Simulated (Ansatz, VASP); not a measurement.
# TePb: VASP beside Ansatz

```
CELL_PARAMETERS angstrom
3.68683 0.00000 0.00000
0.00000 3.68683 0.00000
0.00000 0.00000 3.68683
ATOMIC_POSITIONS crystal
Te 0.50000 0.50000 0.50000
Pb 0.00000 0.00000 0.00000
```

Alike in both runs: task single point; functional PBEsol; k mesh 10 × 10 × 10; occupations gaussian, width 0.05 eV; no spin polarisation.

```csv
,VASP,Ansatz
version,VASP 6.6.1,Ansatz 0.2.0
potentials or method,"VASP PAW PBE potentials, release 64 (Te, Pb_d)","scalar-relativistic, plane waves, PAW"
plane-wave cutoff (eV),520,420
valence electrons in the cell,20,30
```

|  | VASP | Ansatz | Ansatz less VASP |
| --- | --- | --- | --- |
| gap on the k mesh at the Fermi level (eV) | none | none | - |
| pressure (GPa) | 12.4 | 12.4 | +0.01 |

A gap of «none» marks a metal or a gap that the smearing closes. The two sets of potentials don't hold the same shells in valence.

Caveats: the PAW data sets were made with another functional, which shifts forces and pressure a little (VASP). Spin-orbit coupling is left out, which matters for the levels of Pb, Te.
